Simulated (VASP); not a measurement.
# Cu: convergence, equation of state

Cu, P6_3/mmc (no. 194), 2 atoms in the cell. RevPBE; PAW potentials Cu (PBE set). VASP 6.6.1.

Wanted: equilibrium volume within 0.2 %; bulk modulus within 1 %.

What the run is for: equation of state; Accuracy asked: standard.

The series start from Plane-wave cutoff (eV): 380; Smearing width (eV): 0.1; k-point mesh: 16 × 16 × 9; Volumes: 5 from 0.92 to 1.08; Precision mode (PREC): Accurate; Electronic threshold (eV): 1e-6; Aspherical gradient terms in the spheres (LASPH): yes; Start of each volume: each volume from scratch. Each series keeps the choices made before it, and each single choice may use up half of a tolerance. Times cover all steps of a run.

## Plane-wave cutoff (eV)

| Plane-wave cutoff (eV) | Equilibrium volume (Å³/atom) | Bulk modulus (GPa) | Time (s) |
|---|---|---|---|
| 240 | 12.48 | 196 | 24 |
| 300 | 12.36 | 124.7 | 23 |
| 340 | 12.34 | 126.9 | 26 |
| 380 | 12.34 | 126.6 | 38 |
| 440 | 12.34 | 126.3 | 42 |
| 520 | 12.34 | 126.4 | 46 |
| 620 (reference) | 12.34 | 126.6 | 57 |

Chosen: 340, the loosest value from which every tighter one stays within half of the tolerance.

## Smearing width (eV)

| Smearing width (eV) | Equilibrium volume (Å³/atom) | Bulk modulus (GPa) | Time (s) |
|---|---|---|---|
| 0.4 | 12.35 | 125.2 | 23 |
| 0.3 | 12.35 | 125.3 | 25 |
| 0.2 | 12.35 | 125.3 | 26 |
| 0.15 | 12.34 | 125.6 | 25 |
| 0.1 | 12.34 | 126.9 | 26 |
| 0.05 (reference) | 12.34 | 126.7 | 26 |

Chosen: 0.1.

## k-point mesh

| k-point mesh | Equilibrium volume (Å³/atom) | Bulk modulus (GPa) | Time (s) |
|---|---|---|---|
| 5 × 5 × 3 | 12.3 | 128 | 10 |
| 7 × 7 × 4 | 12.31 | 127.1 | 12 |
| 9 × 9 × 5 | 12.33 | 126.7 | 14 |
| 11 × 11 × 6 | 12.33 | 128.1 | 16 |
| 14 × 14 × 7 | 12.34 | 126.2 | 19 |
| 16 × 16 × 9 | 12.34 | 126.9 | 26 |
| 20 × 20 × 11 (reference) | 12.35 | 123.7 | 38 |

Chosen: 20 × 20 × 11; the next looser run is off by more than half of the tolerance, so convergence isn't shown beyond this value.

## Volumes

| Volumes | Equilibrium volume (Å³/atom) | Bulk modulus (GPa) | Time (s) |
|---|---|---|---|
| 5 from 0.88 to 1.12 | 12.35 | 123.9 | 37 |
| 5 from 0.92 to 1.08 | 12.35 | 123.7 | 38 |
| 7 from 0.91 to 1.09 (reference) | 12.35 | 123.7 | 51 |

Chosen: 5 from 0.88 to 1.12.

## Precision mode (PREC)

| Precision mode (PREC) | Equilibrium volume (Å³/atom) | Bulk modulus (GPa) | Time (s) |
|---|---|---|---|
| SingleN | 12.49 | 73.97 | 27 |
| Normal | 12.35 | 122.4 | 26 |
| Accurate (reference) | 12.35 | 123.9 | 37 |

Chosen: Accurate; the one before it in the list is off by more than half of the tolerance.

## Electronic threshold (eV)

| Electronic threshold (eV) | Equilibrium volume (Å³/atom) | Bulk modulus (GPa) | Time (s) |
|---|---|---|---|
| 0.001 | 12.35 | 123.9 | 28 |
| 0.0001 | 12.35 | 123.9 | 27 |
| 1e-5 | 12.35 | 123.9 | 33 |
| 1e-6 | 12.35 | 123.9 | 37 |
| 1e-7 (reference) | 12.35 | 123.9 | 44 |

Chosen: 0.001.

## Aspherical gradient terms in the spheres (LASPH)

| Aspherical gradient terms in the spheres (LASPH) | Equilibrium volume (Å³/atom) | Bulk modulus (GPa) | Time (s) |
|---|---|---|---|
| yes | 12.35 | 123.9 | 28 |
| no | 12.35 | 123.9 | 27 |

Chosen: yes; no other choice that stays within half of the tolerance saves 30 % of the time.

## Start of each volume

| Start of each volume | Equilibrium volume (Å³/atom) | Bulk modulus (GPa) | Time (s) |
|---|---|---|---|
| each volume from scratch | 12.35 | 123.9 | 28 |
| orbitals of the volume before (WAVECAR) | 12.35 | 123.8 | 21 |

Chosen: each volume from scratch.

## All choices together

| Input | Equilibrium volume (Å³/atom) | Bulk modulus (GPa) | Time (s) |
|---|---|---|---|
| the program's defaults (naive) | 12.32 | 162 | 5.9 |
| chosen settings | 12.35 | 123.9 | 28 |
| reference settings throughout | 12.35 | 123 | 115 |

The chosen settings stay within the tolerance of the reference run, but the reference itself isn't shown to be converged in: k-point mesh.

## The input

INCAR:
```
ALGO     = Normal         # electronic algorithm
EDIFF    = 0.001          # SCF threshold, eV
ENCUT    = 340            # plane-wave cutoff, eV
GGA      = RE             # functional
GGA_COMPAT= F            
ISIF     = 2              # what is computed and relaxed
ISMEAR   = 1              # smearing method
KPAR     = 4            
LASPH    = T              # aspherical terms in the spheres
LCHARG   = F              # write CHGCAR
LREAL    = F              # projectors in reciprocal space
LWAVE    = F              # write WAVECAR
NELM     = 120            # most SCF steps
NSW      = 0              # ionic steps
PREC     = Accurate       # precision mode
SIGMA    = 0.1            # smearing width, eV
```

KPOINTS:
```
Automatic mesh
0
Gamma
  20 20 11
  0 0 0
```

POSCAR.step1:
```
Cu
1.0
    2.4283842207      0.0000000000      0.0000000000
   -1.2141921103      2.1030424253      0.0000000000
    0.0000000000      0.0000000000      3.9410108706
Cu
2
Direct
    0.6666666667      0.3333333333      0.7500000000
    0.3333333333      0.6666666667      0.2500000000
```

POSCAR.step2:
```
Cu
1.0
    2.4823658959      0.0000000000      0.0000000000
   -1.2411829479      2.1497919273      0.0000000000
    0.0000000000      0.0000000000      4.0286174227
Cu
2
Direct
    0.6666666667      0.3333333333      0.7500000000
    0.3333333333      0.6666666667      0.2500000000
```

POSCAR.step3:
```
Cu
1.0
    2.5340966698      0.0000000000      0.0000000000
   -1.2670483349      2.1945920917      0.0000000000
    0.0000000000      0.0000000000      4.1125710000
Cu
2
Direct
    0.6666666667      0.3333333333      0.7500000000
    0.3333333333      0.6666666667      0.2500000000
```

POSCAR.step4:
```
Cu
1.0
    2.5837974578      0.0000000000      0.0000000000
   -1.2918987289      2.2376342367      0.0000000000
    0.0000000000      0.0000000000      4.1932301247
Cu
2
Direct
    0.6666666667      0.3333333333      0.7500000000
    0.3333333333      0.6666666667      0.2500000000
```

POSCAR.step5:
```
Cu
1.0
    2.6316564023      0.0000000000      0.0000000000
   -1.3158282011      2.2790812984      0.0000000000
    0.0000000000      0.0000000000      4.2709001322
Cu
2
Direct
    0.6666666667      0.3333333333      0.7500000000
    0.3333333333      0.6666666667      0.2500000000
```

Commands (each step's output is kept before the next begins):
```
cat potpaw_PBE.64/Cu/POTCAR > POTCAR
cp POSCAR.step1 POSCAR
mpirun -np 4 vasp_std > vasp.out
cp POSCAR.step2 POSCAR
mpirun -np 4 vasp_std > vasp.out
cp POSCAR.step3 POSCAR
mpirun -np 4 vasp_std > vasp.out
cp POSCAR.step4 POSCAR
mpirun -np 4 vasp_std > vasp.out
cp POSCAR.step5 POSCAR
mpirun -np 4 vasp_std > vasp.out
```

Limits: Every volume keeps the cell's shape and the atoms' fractional positions, so the modulus is that of a clamped cell, stiffer than the relaxed one, above all in layered crystals.

The chosen input took VASP 6.6.1 28 s on 4 cores (Intel Xeon 6975P-C (Granite Rapids)), a shared host.

## An input that fails: cutoff far too low

It runs to its end, but against the unchanged starting input it is off by 11 % in the equilibrium volume, 819 % in the bulk modulus.

Changes against the starting input:
```
(all steps)
- PREC = Accurate
- NELM = 120
- ENCUT = 380
+ PREC = Low
+ NELM = 92
+ ENCUT = 180
```
